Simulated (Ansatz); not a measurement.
**Residual resistivity of an alloy: Rh(111) with 4 layers of random Rh-Os, 2x2**

Aim: the residual resistivity of a random alloy, from Rh(111) with 4 layers of random Rh-Os, 2x2 and longer regions.

Main program and level: Ansatz 0.2.0; Ansatz plane-wave DFT, PBE, PAW files; ballistic transport by layer matching (Landauer), zero bias; PAW set soft_1.

Most raw output is cut from this account.

## (1) The starting structure

The cell holds 40 atoms: 36 Rh and 4 Os. Its edges and angles: a = 5.378 Å, b = 5.378 Å, c = 22.012 Å, α = 93.5°, β = 86.5°, γ = 120.0°. It derives from Rh. Regions: lead, 24 atoms (24 Rh); scattering region, 16 atoms (4 Os and 12 Rh). The structure is stacked along c, and the current runs across the ab planes.

## (2) With 4 alloy layers

In 4 layers a share of 0.25 of the sites is given to Os at random. The layers about the cell's end stay perfect and serve as the lead. Disorder leaves little or no symmetry, which makes such runs dear. Energies from -0.05 to 0.05 eV in steps of 0.05 eV are too few for the program's thermal sum, so it prints no conductance; for a metal the transmission near the Fermi level serves, at a fraction of the cost.

The input, input.yaml:

```yaml
crystal:
  lattice:
    - [5.3783955991, 0.0, 0.0]
    - [-2.6891977995, 4.6578272204, 0.0]
    - [1.3445988998, -0.7763045367, 21.9572080876]
  atoms:
    - { symbol: Rh, position: [0.9916666667, 0.0083333333, 0.05] }
    - { symbol: Rh, position: [0.9916666667, 0.5083333333, 0.05] }
    - { symbol: Rh, position: [0.4916666667, 0.0083333333, 0.05] }
    - { symbol: Rh, position: [0.4916666667, 0.5083333333, 0.05] }
    - { symbol: Rh, position: [0.1416666667, 0.3583333333, 0.15] }
    - { symbol: Rh, position: [0.1416666667, 0.8583333333, 0.15] }
    - { symbol: Rh, position: [0.6416666667, 0.3583333333, 0.15] }
    - { symbol: Rh, position: [0.6416666667, 0.8583333333, 0.15] }
[... 28 atom lines left out ...]
    - { symbol: Rh, position: [0.8416666667, 0.1583333333, 0.95] }
    - { symbol: Rh, position: [0.8416666667, 0.6583333333, 0.95] }
    - { symbol: Rh, position: [0.3416666667, 0.1583333333, 0.95] }
    - { symbol: Rh, position: [0.3416666667, 0.6583333333, 0.95] }
kpoints:
  mp_grid: { grid: [5, 5, 1] }
hamiltonian:
  xc: pbe
  pseudopotentials: { kind: paw, azcp: { folder: soft_1 } }
scf:
  occupations: { method: fermi_dirac, width: 0.1 }
output:
  transmission:
    leads: [[0, 4]]
    kmesh: [10, 10]
    e_range: [-0.05, 0.05]
    de: 0.05
  write_potential: true
  write_density: true
  volumetric_format: npy
```

Run with:

```console
$ ansatz run input.yaml --threads 4 --pin off --max-ram 15360MiB --backend cpu --events-out ev --progress --plain --runs-dir out
```

It took 2.7 min on 4 threads of AMD EPYC 9R14 (Zen 4), shared host; peak memory 4.7 GiB.

This step gave:

| Property | Result |
| --- | --- |
| free energy | -276049.5188 eV |
| energy at zero smearing | -276048.7163 eV |
| Fermi energy | 22.84 eV |
| cell area | 25.05 Å² |
| transmission per spin nearest the Fermi level | 4.520 |
| open channels per spin nearest the Fermi level | 7.2 |
| step of the lead's potential | 26.5 meV |

Per spin. Transmission, zone mean against energy, zero at the Fermi level:

```csv
energy (eV),"transmission, zone mean"
-0.0500,4.45
0.0000,4.52
0.0500,4.48
```

Per spin. Open channels, zone mean, lead against energy, zero at the Fermi level:

```csv
energy (eV),"open channels, zone mean, lead"
-0.0500,6.72
0.0000,7.2
0.0500,7.08
```

Transmission over k1 and k2. At 0.0000 eV from the Fermi level.

Ten even steps from '0' (3.22) to '9' (9.52):
```
2212011032
2110000233
2201320220
1003552001
1102595201
1100255300
2022023102
2332000011
2230110212
1222111222
```
Columns: k1 (b1) from -0.5 to 0.4; rows upwards: k2 (b2) from -0.5 to 0.4.

Open channels over k1 and k2. At 0.0000 eV from the Fermi level.

Values, 10 rows by 10 columns:
```
 6.0  6.0  6.0 10.0  6.0  6.0  6.0  6.0 10.0  6.0
 7.0  6.0  7.0  8.0  8.0  7.0  6.0  7.0 10.0 10.0
 7.0 10.0  8.0  6.0  7.0  6.0  8.0 10.0  7.0  6.0
 6.0  6.0  8.0  7.0  9.0  9.0  7.0  8.0  6.0  6.0
 6.0  6.0  7.0  6.0  9.0 12.0  9.0  6.0  7.0  6.0
 6.0  6.0  6.0  8.0  7.0  9.0  9.0  7.0  8.0  6.0
 7.0  6.0  7.0 10.0  8.0  6.0  7.0  6.0  8.0 10.0
 7.0 10.0 10.0  7.0  6.0  7.0  8.0  8.0  7.0  6.0
 6.0  6.0 10.0  6.0  6.0  6.0  6.0 10.0  6.0  6.0
 6.0  6.0  7.0  7.0  6.0  6.0  6.0  7.0  7.0  6.0
```
Columns: k1 (b1) from -0.5 to 0.4; rows upwards: k2 (b2) from -0.5 to 0.4.

Over the solved energies the transmission per spin lies between 4.45 and 4.52, out of 7 channels of the lead on average (up to 7.2). The log calls the step of a lead's potential too much.

## (3) With 8 alloy layers

In 8 layers a share of 0.25 of the sites is given to Os at random. A fresh draw is used; the growth of the resistance with length is what counts.

System of this step: Rh(111) with 8 layers of random Rh-Os, 2x2. The cell holds 56 atoms: 48 Rh and 8 Os. Its edges and angles: a = 5.378 Å, b = 5.378 Å, c = 30.779 Å, α = 87.5°, β = 92.5°, γ = 120.0°. It derives from Rh. Regions: lead, 24 atoms (24 Rh); scattering region, 32 atoms (24 Rh and 8 Os). The structure is stacked along c, and the current runs across the ab planes.

The input, input.yaml:

```yaml
crystal:
  lattice:
    - [5.3783955991, 0.0, 0.0]
    - [-2.6891977995, 4.6578272204, 0.0]
    - [-1.3445988998, 0.7763045367, 30.7400913226]
  atoms:
    - { symbol: Rh, position: [0.005952381, 0.994047619, 0.0357142857] }
    - { symbol: Rh, position: [0.005952381, 0.494047619, 0.0357142857] }
    - { symbol: Rh, position: [0.505952381, 0.994047619, 0.0357142857] }
    - { symbol: Rh, position: [0.505952381, 0.494047619, 0.0357142857] }
    - { symbol: Rh, position: [0.1845238095, 0.3154761905, 0.1071428571] }
    - { symbol: Rh, position: [0.1845238095, 0.8154761905, 0.1071428571] }
    - { symbol: Rh, position: [0.6845238095, 0.3154761905, 0.1071428571] }
    - { symbol: Rh, position: [0.6845238095, 0.8154761905, 0.1071428571] }
[... 44 atom lines left out ...]
    - { symbol: Rh, position: [0.3273809524, 0.1726190476, 0.9642857143] }
    - { symbol: Rh, position: [0.3273809524, 0.6726190476, 0.9642857143] }
    - { symbol: Rh, position: [0.8273809524, 0.1726190476, 0.9642857143] }
    - { symbol: Rh, position: [0.8273809524, 0.6726190476, 0.9642857143] }
kpoints:
  mp_grid: { grid: [5, 5, 1] }
hamiltonian:
  xc: pbe
  pseudopotentials: { kind: paw, azcp: { folder: soft_1 } }
scf:
  occupations: { method: fermi_dirac, width: 0.1 }
output:
  transmission:
    leads: [[0, 4]]
    kmesh: [10, 10]
    e_range: [-0.05, 0.05]
    de: 0.05
  write_potential: true
  write_density: true
  volumetric_format: npy
```

The job ended after 6.7 min (4 threads; peak memory 8.6 GiB).

This step gave:

| Quantity | Value |
| --- | --- |
| free energy | -398428.2483 eV |
| energy at zero smearing | -398427.1669 eV |
| Fermi energy | 23.02 eV |
| transmission per spin nearest the Fermi level | 3.575 |
| step of the lead's potential | 6 meV |

Per spin. Table of transmission, zone mean by energy, zero at the Fermi level:

```csv
energy (eV),"transmission, zone mean"
-0.0500,3.59
0.0000,3.57
0.0500,3.54
```

Over the solved energies the transmission per spin lies between 3.54 and 3.59, out of 7 channels of the lead on average (up to 7.2).

## (4) With 12 alloy layers

In 12 layers a share of 0.25 of the sites is given to Os at random. A fresh draw is used; the growth of the resistance with length is what counts.

System of this step: Rh(111) with 12 layers of random Rh-Os, 2x2. The cell holds 72 atoms: 60 Rh and 12 Os. Cell: a = 5.378 Å, b = 5.378 Å, c = 39.523 Å, α = 90.0°, β = 90.0°, γ = 120.0°. It derives from Rh. Regions: lead, 24 atoms (24 Rh); scattering region, 48 atoms (36 Rh and 12 Os). The structure is stacked along c, and the current runs across the ab planes.

The input, input.yaml:

```yaml
crystal:
  lattice:
    - [5.3783955991, 0.0, 0.0]
    - [-2.6891977995, 4.6578272204, 0.0]
    - [0.0, 0.0, 39.5229745576]
  atoms:
    - { symbol: Rh, position: [0.0, 0.0, 0.0277777778] }
    - { symbol: Rh, position: [0.0, 0.5, 0.0277777778] }
    - { symbol: Rh, position: [0.5, 0.0, 0.0277777778] }
    - { symbol: Rh, position: [0.5, 0.5, 0.0277777778] }
    - { symbol: Rh, position: [0.1666666667, 0.3333333333, 0.0833333333] }
    - { symbol: Rh, position: [0.1666666667, 0.8333333333, 0.0833333333] }
    - { symbol: Rh, position: [0.6666666667, 0.3333333333, 0.0833333333] }
    - { symbol: Rh, position: [0.6666666667, 0.8333333333, 0.0833333333] }
[... 60 atom lines left out ...]
    - { symbol: Rh, position: [0.3333333333, 0.1666666667, 0.9722222222] }
    - { symbol: Rh, position: [0.3333333333, 0.6666666667, 0.9722222222] }
    - { symbol: Rh, position: [0.8333333333, 0.1666666667, 0.9722222222] }
    - { symbol: Rh, position: [0.8333333333, 0.6666666667, 0.9722222222] }
kpoints:
  mp_grid: { grid: [5, 5, 1] }
hamiltonian:
  xc: pbe
  pseudopotentials: { kind: paw, azcp: { folder: soft_1 } }
scf:
  occupations: { method: fermi_dirac, width: 0.1 }
output:
  transmission:
    leads: [[0, 4]]
    kmesh: [10, 10]
    e_range: [-0.05, 0.05]
    de: 0.05
  write_potential: true
  write_density: true
  volumetric_format: npy
```

Wall time 12 min (4 threads); peak memory 7.5 GiB; 44 min of CPU time.

This step gave:

```yaml
free_energy: -520806.5814 eV
energy_at_zero_smearing: -520805.2147 eV
fermi_energy: 23.12 eV
transmission_per_spin_nearest_the_fermi_level: 3.179
step_of_the_lead_s_potential: 5.8 meV
```

Per spin. Transmission, zone mean against energy, zero at the Fermi level:

```csv
energy (eV),"transmission, zone mean"
-0.0500,3.19
0.0000,3.18
0.0500,3.15
```

Over the solved energies the transmission per spin lies between 3.15 and 3.19, out of 7 channels of the lead on average (up to 7.2).

## (5) Resistance against length

This step: Ansatz plane-wave DFT, PBE, PAW files; ballistic transport by layer matching (Landauer), zero bias; residual resistivity from the slope of the area resistance, atoms on the host's lattice; PAW set soft_1 (Ansatz 0.2.0).

This step gave:

| Item | Value |
| --- | --- |
| resistivity | 16.96 µΩ cm |
| intercept | 0.1219 fΩ m² |
| scatter about the fit | 0.01702 fΩ m² |

Resistance, by row:

```csv
run,length (Å),T,channels N,RA (fΩ m²)
n4,8.783,4.486,7,0.2588
n8,17.57,3.57,7,0.4439
n12,26.35,3.174,7,0.5567
```

Area resistance against length of the alloy:

```csv
length of the alloy (Å),area resistance (fΩ m²)
8.78,0.259
17.57,0.444
26.35,0.557
```

The area resistance goes from 0.26 to 0.56 fΩ m² between 8.8 and 26.3 Å, a slope of 17 µΩ cm.

By hand from the end points: (0.5567 − 0.2588) fΩ m² / (26.35 − 8.78) Å = 17 µΩ cm, since 1 fΩ m² per Å is 1000 µΩ cm.

## (6) Results

| Property | Result |
| --- | --- |
| resistivity from the slope | 17.0 µΩ cm |
| area resistance over 8.78 Å | 0.259 fΩ m² |
| area resistance over 17.6 Å | 0.444 fΩ m² |
| area resistance over 26.3 Å | 0.557 fΩ m² |

**Reading.** The slope gives 17 µΩ cm. The points scatter by 0.017 fΩ m² about the line, with one random draw a length in a 2x2 cell, so the slope is a rough value. Read with a model of isotropic scattering on a spherical Fermi surface and the lead's 2.2×10¹⁵ S/m², this slope means a mean free path near 21 Å; over these lengths the model's slope is within 3 % of its bulk resistivity. The atoms sit on the host's lattice, so scattering by size misfit is left out. Spin-orbit coupling is left out, which matters for Os. A lead's potential steps by up to 26 meV from period to period, which the log calls too much, so longer leads could move the result.

[Logs are printed without paths, hosts, clocks, repeated set-up lines and the standing remarks that a program may print on its own settings, such as how far it seeks lower states.]

[Hosts, paths, dates, database ids (printed as entryN), source tags and the programs' standing remarks are cut or masked in the printed files.]
